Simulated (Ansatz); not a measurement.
# Te2Mo in Ansatz: a series of runs, part 2 of 2

Ansatz 0.2.0. Earlier steps stand in the parts before.

## 4. Single point, LDA, 61.56 Å³/atom (volume scaled by 0.96)

input.yaml reads:

```yaml
crystal:
  lattice:
    - [3.5121156613, 0.0, 0.0]
    - [-1.7560578307, 3.0415813837, 0.0]
    - [0.0, 0.0, 17.2872171948]
  atoms:
    - { symbol: Te, position: [0.3333333333, 0.6666666667, 0.10214455] }
    - { symbol: Te, position: [0.3333333333, 0.6666666667, 0.89785545] }
    - { symbol: Mo, position: [0.0, 0.0, 0.0] }
hamiltonian:
  xc: lda
  pseudopotentials: { kind: paw }
kpoints:
  mp_grid: { grid: [9, 9, 2] }
scf:
  occupations: { method: fermi_dirac, width: 0.05 }
output:
  forces: true
  stress: true
  eigenvalues: true
```

Run with:

```bash
$ ansatz run input.yaml --threads 2 --pin off --max-ram 5632MiB --backend cpu --events-out ev --progress --plain --runs-dir out
```

It took 11 s on 2 threads of Intel Xeon at 2.50GHz (Skylake/Cascade Lake), shared host; peak memory 0.44 GiB.

The run converged. Its results:

```yaml
Free_energy: -18497.9557 eV
Largest_force: 0.171 eV/Å
Band_gap_on_the_k_mesh: 1.11 eV, direct
```

Caveat: odd divisions of the mesh miss points on the zone boundary, where band edges often lie, so the gap on the mesh can be too wide; spin-orbit coupling is left out, which moves the levels of the heavy elements; the PAW data sets come from PBE, with cores solved anew for the run's functional, which leaves a small shift of forces and pressure.

## 5. Single point, LDA, 62.84 Å³/atom (volume scaled by 0.98)

input.yaml, as its differences from that of step 4:

```diff
@@ -2,5 +2,5 @@
   lattice:
-    - [3.5121156613, 0.0, 0.0]
-    - [-1.7560578307, 3.0415813837, 0.0]
-    - [0.0, 0.0, 17.2872171948]
+    - [3.5363379141, 0.0, 0.0]
+    - [-1.768168957, 3.0625584699, 0.0]
+    - [0.0, 0.0, 17.4064431499]
   atoms:
```

Run with:

```bash
$ ansatz run input.yaml --threads 2 --pin off --max-ram 5632MiB --backend cpu --events-out ev --progress --plain --runs-dir out
```

Run time: 10 s. Hardware: 2 threads of Intel Xeon at 2.50GHz (Skylake/Cascade Lake), shared host; peak memory 0.45 GiB.

It converged, with:

| Quantity | Value |
| --- | --- |
| Free energy | -18497.9397 eV |
| Largest force | 0.138 eV/Å |
| Band gap on the k mesh | 1.08 eV, direct |

Caveat: odd divisions of the mesh miss points on the zone boundary, where band edges often lie, so the gap on the mesh can be too wide; spin-orbit coupling is left out, which moves the levels of the heavy elements; the PAW data sets come from PBE, with cores solved anew for the run's functional, which leaves a small shift of forces and pressure.

## 6. Single point, LDA, 64.12 Å³/atom

input.yaml, as its differences from that of step 5:

```diff
@@ -2,5 +2,5 @@
   lattice:
-    - [3.5363379141, 0.0, 0.0]
-    - [-1.768168957, 3.0625584699, 0.0]
-    - [0.0, 0.0, 17.4064431499]
+    - [3.560232814, 0.0, 0.0]
+    - [-1.780116407, 3.0832520603, 0.0]
+    - [0.0, 0.0, 17.52405782]
   atoms:
```

Potentials or basis: Ansatz PAW.

Run with:

```bash
$ ansatz run input.yaml --threads 2 --pin off --max-ram 5632MiB --backend cpu --events-out ev --progress --plain --runs-dir out
```

It took 11 s on 2 threads of Intel Xeon at 2.50GHz (Skylake/Cascade Lake), shared host; peak memory 0.44 GiB.

Results (log left out):

- Free energy: -18497.9052 eV
- Largest force: 0.422 eV/Å
- Band gap on the k mesh: 1.04 eV, direct

Caveat: odd divisions of the mesh miss points on the zone boundary, where band edges often lie, so the gap on the mesh can be too wide; spin-orbit coupling is left out, which moves the levels of the heavy elements; the PAW data sets come from PBE, with cores solved anew for the run's functional, which leaves a small shift of forces and pressure.

## 7. Single point, LDA, 65.40 Å³/atom (volume scaled by 1.02)

input.yaml, as its differences from that of step 6:

```diff
@@ -2,5 +2,5 @@
   lattice:
-    - [3.560232814, 0.0, 0.0]
-    - [-1.780116407, 3.0832520603, 0.0]
-    - [0.0, 0.0, 17.52405782]
+    - [3.5838112019, 0.0, 0.0]
+    - [-1.7919056009, 3.1036715432, 0.0]
+    - [0.0, 0.0, 17.6401145653]
   atoms:
@@ -20 +20,5 @@
   eigenvalues: true
+  write_density: true
+  write_potential: true
+  elf: true
+  volumetric_format: npy
```

Run with:

```bash
$ ansatz run input.yaml --threads 2 --pin off --max-ram 5632MiB --backend cpu --events-out ev --progress --plain --runs-dir out
```

Run time: 18 s. Hardware: 2 threads of Intel Xeon at 2.50GHz (Skylake/Cascade Lake), shared host; peak memory 0.46 GiB.

It converged, with:

```
Free energy            : -18497.8543 eV
Largest force          : 0.683 eV/Å
Band gap on the k mesh : 1.01 eV, direct
```

Caveat: odd divisions of the mesh miss points on the zone boundary, where band edges often lie, so the gap on the mesh can be too wide; spin-orbit coupling is left out, which moves the levels of the heavy elements; the PAW data sets come from PBE, with cores solved anew for the run's functional, which leaves a small shift of forces and pressure.

## 8. Single point, LDA, 66.69 Å³/atom (volume scaled by 1.04)

input.yaml, as its differences from that of step 7:

```diff
@@ -2,5 +2,5 @@
   lattice:
-    - [3.5838112019, 0.0, 0.0]
-    - [-1.7919056009, 3.1036715432, 0.0]
-    - [0.0, 0.0, 17.6401145653]
+    - [3.6070833553, 0.0, 0.0]
+    - [-1.8035416776, 3.1238258192, 0.0]
+    - [0.0, 0.0, 17.7546639734]
   atoms:
@@ -20,5 +20 @@
   eigenvalues: true
-  write_density: true
-  write_potential: true
-  elf: true
-  volumetric_format: npy
```

Run with:

```bash
$ ansatz run input.yaml --threads 2 --pin off --max-ram 5632MiB --backend cpu --events-out ev --progress --plain --runs-dir out
```

It took 13 s on 2 threads of Intel Xeon at 2.50GHz (Skylake/Cascade Lake), shared host; peak memory 0.45 GiB.

It converged, with:

| Property | Result |
| --- | --- |
| Free energy | -18497.7888 eV |
| Largest force | 0.924 eV/Å |
| Band gap on the k mesh | 0.98 eV, direct |

Caveat: odd divisions of the mesh miss points on the zone boundary, where band edges often lie, so the gap on the mesh can be too wide; spin-orbit coupling is left out, which moves the levels of the heavy elements; the PAW data sets come from PBE, with cores solved anew for the run's functional, which leaves a small shift of forces and pressure.

## 9. Single point, LDA, 67.97 Å³/atom (volume scaled by 1.06)

input.yaml, as its differences from that of step 8:

```diff
@@ -2,5 +2,5 @@
   lattice:
-    - [3.6070833553, 0.0, 0.0]
-    - [-1.8035416776, 3.1238258192, 0.0]
-    - [0.0, 0.0, 17.7546639734]
+    - [3.630059028, 0.0, 0.0]
+    - [-1.815029514, 3.1437233354, 0.0]
+    - [0.0, 0.0, 17.8677540541]
   atoms:
```

Potentials or basis: Ansatz PAW.

Run with:

```bash
$ ansatz run input.yaml --threads 2 --pin off --max-ram 5632MiB --backend cpu --events-out ev --progress --plain --runs-dir out
```

Run time: 11 s. Hardware: 2 threads of Intel Xeon at 2.50GHz (Skylake/Cascade Lake), shared host; peak memory 0.45 GiB.

Results (log left out):

- Free energy: -18497.7103 eV
- Largest force: 1.145 eV/Å
- Band gap on the k mesh: 0.96 eV, direct

Caveat: odd divisions of the mesh miss points on the zone boundary, where band edges often lie, so the gap on the mesh can be too wide; spin-orbit coupling is left out, which moves the levels of the heavy elements; the PAW data sets come from PBE, with cores solved anew for the run's functional, which leaves a small shift of forces and pressure.

## 10. Equation of state, LDA

No new run: the results of the series are fitted here.

What came out:

```
Equilibrium volume                        : 61.19 Å³/atom
Bulk modulus at fixed shape and positions : 43 GPa
Pressure derivative of the bulk modulus   : 4.6
```

Energy against volume, from the lowest point:
| volume (Å³/atom) | energy (meV/atom) |
| --- | --- |
| 60.274 | 1.58 |
| 61.556 | 0.00 |
| 62.839 | 5.33 |
| 64.121 | 16.81 |
| 65.404 | 33.78 |
| 66.686 | 55.61 |
| 67.968 | 81.79 |

Caveat: the cell was scaled at fixed shape and fractional positions, which overstates the stiffness of a crystal with free parameters, most of all of layers and chains. Spin-orbit coupling is left out, which matters for the levels of Te.

## 11. Band structure, r2SCAN

input.yaml reads:

```yaml
crystal:
  lattice:
    - [3.560232814, 0.0, 0.0]
    - [-1.780116407, 3.0832520603, 0.0]
    - [0.0, 0.0, 17.52405782]
  atoms:
    - { symbol: Te, position: [0.3333333333, 0.6666666667, 0.10214455] }
    - { symbol: Te, position: [0.3333333333, 0.6666666667, 0.89785545] }
    - { symbol: Mo, position: [0.0, 0.0, 0.0] }
hamiltonian:
  xc: r2scan
  pseudopotentials: { kind: paw }
kpoints:
  mp_grid: { grid: [9, 9, 2] }
  band_path:
    path:
      - [[0.0, 0.0, 0.0], [0.5, 0.0, 0.0], [0.3333333333, 0.3333333333, 0.0], [0.0, 0.0, 0.0], [0.0, 0.0, 0.5], [0.5, 0.0, 0.5], [0.3333333333, 0.3333333333, 0.5], [0.0, 0.0, 0.5]]
      - [[0.5, 0.0, 0.5], [0.5, 0.0, 0.0]]
      - [[0.3333333333, 0.3333333333, 0.0], [0.3333333333, 0.3333333333, 0.5]]
    npoints: 14
scf:
  occupations: { method: fermi_dirac, width: 0.05 }
  n_extra_bands: 7
output:
  forces: true
  stress: true
  eigenvalues: true
  fatbands: false
```

Run with:

```bash
$ ansatz run input.yaml --threads 2 --pin off --max-ram 5632MiB --backend cpu --events-out ev --progress --plain --runs-dir out
```

Wall time 67 s (2 threads of Intel Xeon at 2.50GHz (Skylake/Cascade Lake), shared host); peak memory 0.99 GiB.

It converged, with:

* Free energy: -18958.0912 eV
* Largest force: 0.007 eV/Å
* Band gap on the k mesh: 1.12 eV, direct
* Band gap along the path: 1.12 eV, direct

Forces in eV/Å, atoms in the order of the input:
```
Te   0.000  0.000 -0.007
Te   0.000  0.000  0.007
Mo   0.000  0.000  0.000
```

Levels at the corners of the path, in eV from the valence-band top:
```csv
point,band 21,band 22,band 23,band 24,band 25,band 26
Γ,-1.01,-1.01,-0.41,3.16,3.16,3.47
M,-1.72,-0.76,-0.47,1.46,1.84,3.55
K,-3.07,-1.84,0.00,1.12,2.08,2.65
Γ,-1.01,-1.01,-0.41,3.16,3.16,3.47
A,-1.01,-1.01,-0.41,3.16,3.16,3.47
L,-1.72,-0.76,-0.47,1.46,1.84,3.55
H,-3.07,-1.84,0.00,1.12,2.08,2.65
A,-1.01,-1.01,-0.41,3.16,3.16,3.47
L,-1.72,-0.76,-0.47,1.46,1.84,3.55
M,-1.72,-0.76,-0.47,1.46,1.84,3.55
K,-3.07,-1.84,0.00,1.12,2.08,2.65
H,-3.07,-1.84,0.00,1.12,2.08,2.65
```

Caveat: spin-orbit coupling is left out, which moves the levels of the heavy elements; the PAW data sets come from PBE, with cores solved anew for the run's functional, which leaves a small shift of forces and pressure. r2SCAN opens gaps a little over a GGA but as a rule still falls short of measured ones.

## 12. The runs side by side

```tsv
task	level	cutoff (eV)	points for each segment of the path	gap on the mesh (eV)	largest force (eV/Å)
band structure	LDA	420	14	1.04	0.42
equation of state	LDA	420	-	-	-
band structure	r2SCAN	500	14	1.12	0.01
```

Alike in all rows: potentials or basis Ansatz PAW; no spin polarisation; cell as given; k mesh 9 × 9 × 2; smearing fermi-dirac 0.05 eV.

Caveats: spin-orbit coupling is left out, which moves the levels of the heavy elements (some runs); the PAW data sets come from PBE, with cores solved anew for the run's functional, which leaves a small shift of forces and pressure (some runs); the cell was scaled at fixed shape and fractional positions, which overstates the stiffness of a crystal with free parameters, most of all of layers and chains (some runs).

Absolute energies hang on the potentials; compare differences alone.
